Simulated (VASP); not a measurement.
A run of VASP 6.6.1:

Contents of INCAR:

```
PREC = Accurate ; ENCUT = 520
EDIFF = 1E-6 ; ISMEAR = -1
SIGMA = 0.02 ; LREAL = False
LASPH = True ; NELM = 80
ALGO = Normal ; ISIF = 2
LWAVE = False ; LCHARG = False
LMAXMIX = 4 ; LDAU = True
LDAUTYPE = 2 ; LDAUL = 2
LDAUU = 7 ; LDAUJ = 0
LDAUPRINT = 1 ; GGA = PE
IVDW = 2
```

The input KPOINTS:

```
Automatic mesh
0
Gamma
  11 11 11
```

File POSCAR:

```
Ti
1.0
   -1.6410000000      1.6410000000      1.6410000000
    1.6410000000     -1.6410000000      1.6410000000
    1.6410000000      1.6410000000     -1.6410000000
Ti
1
Cartesian
    0.0000000000      0.0000000000      0.0000000000
```

Potentials or basis: VASP PAW PBE potentials, release 64 (Ti_sv).

The run is started by

```console
$ cat potpaw_PBE.64/Ti_sv/POTCAR > POTCAR
$ mpirun -np 1 vasp_std > vasp.out
```

Hardware: 1 thread of Intel(R) Xeon(R) Platinum 8259CL CPU @ 2.50GHz (Skylake/Cascade Lake) (shared host).

Estimate the wall time of this run.

Wall time 15 s on 1 thread of Intel(R) Xeon(R) Platinum 8259CL CPU @ 2.50GHz (Skylake/Cascade Lake) (shared host), peak memory 0.14 GiB. Counts: scf iterations 15, k points 56.
